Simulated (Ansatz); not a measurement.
HgTe (Coloradoite):

```xyz
2
Lattice="0.0000 3.2145 3.2145 3.2145 0.0000 3.2145 3.2145 3.2145 0.0000" Properties=species:S:1:pos:R:3 pbc="T T T"
Hg    0.0000    0.0000    0.0000
Te    4.8217    4.8217    4.8217
```

- Program: Ansatz 0.2.0
- Task: relaxation of cell and atoms
- Functional: BLYP
- Dispersion: D3(BJ)
- Potentials or basis: all-electron LAPW, scalar-relativistic
- Basis error allowed: 0.001 eV/atom
- k mesh: 7 × 7 × 7
- Occupations: fermi-dirac, width 0.05 eV
- Spin: no spin polarisation

At the start: volume 33.22 Å³/atom.

Question: Where does the relaxation end?

Answer: Over 5 steps the energy falls by 18.5 meV/atom and the volume is 35.39 Å³/atom (+6.5 %); space group F-43m (No. 216, to 0.05 Å).

Step by step:
| step | energy change (eV) | largest force (eV/Å) | volume (Å³) |
| --- | --- | --- | --- |
| 1 | 0.0000 | 0.0000 | 66.43 |
| 2 | -0.0259 | 0.0000 | 73.46 |
| 3 | -0.0369 | 0.0000 | 71.15 |
| 4 | -0.0371 | 0.0000 | 70.77 |
| 5 | -0.0371 | 0.0000 | 70.77 |

Final structure:
```
Hg Te
1.0
     0.00000    3.28306    3.28306
     3.28306    0.00000    3.28306
     3.28306    3.28306    0.00000
Hg Te
1 1
Direct
  0.00000 0.00000 0.00000
  0.75000 0.75000 0.75000
```
